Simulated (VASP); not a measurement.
Crystal: CdSe (Cadmoselite).

```
CELL_PARAMETERS angstrom
4.30000 0.00000 0.00000
-2.15000 3.72391 0.00000
0.00000 0.00000 7.02000
ATOMIC_POSITIONS crystal
Cd 0.33333 0.66667 0.00000
Cd 0.66667 0.33333 0.50000
Se 0.33333 0.66667 0.38500
Se 0.66667 0.33333 0.88500
```

- Program: VASP 6.6.1
- Task: relaxation of cell and atoms
- Functional: AM05
- Potentials or basis: VASP PAW PBE potentials, release 64 (Cd, Se)
- Cutoff: 600 eV
- k mesh: 9 × 9 × 4
- Occupations: gaussian, width 0.03 eV
- Spin: no spin polarisation

At the start: pressure 1.0 GPa; volume 28.10 Å³/atom.

Task: How do energy, volume and symmetry change on relaxing?

Result: Over 8 steps the energy falls by 6.0 meV/atom and the volume is 28.61 Å³/atom (+1.8 %); space group P6_3mc (No. 186, to 0.05 Å).

The path:
```csv
step,energy change (eV),largest force (eV/Å),pressure (GPa),volume (Å³)
1,0.0000,0.2681,0.98,112.41
2,-0.0194,0.0691,-0.35,115.23
3,-0.0196,0.0879,-0.23,114.96
4,-0.0213,0.0464,-0.01,114.44
5,-0.0216,0.0271,0.08,114.21
6,-0.0226,0.0243,0.06,114.26
7,-0.0238,0.0159,0.00,114.39
8,-0.0239,0.0072,-0.01,114.43
```

Final structure:
```cif
data_structure
_symmetry_space_group_name_H-M 'P 1'
_symmetry_Int_Tables_number 1
_cell_length_a 4.3258
_cell_length_b 4.3258
_cell_length_c 7.0608
_cell_angle_alpha 90.000
_cell_angle_beta 90.000
_cell_angle_gamma 120.000
_cell_volume 114.43
loop_
_atom_site_label
_atom_site_type_symbol
_atom_site_fract_x
_atom_site_fract_y
_atom_site_fract_z
_atom_site_occupancy
Cd1 Cd 0.33333 0.66667 0.00474 1
Cd2 Cd 0.66667 0.33333 0.50474 1
Se1 Se 0.33333 0.66667 0.38026 1
Se2 Se 0.66667 0.33333 0.88026 1
```

Caveat: the PAW data sets were made with another functional, which shifts forces and pressure a little.
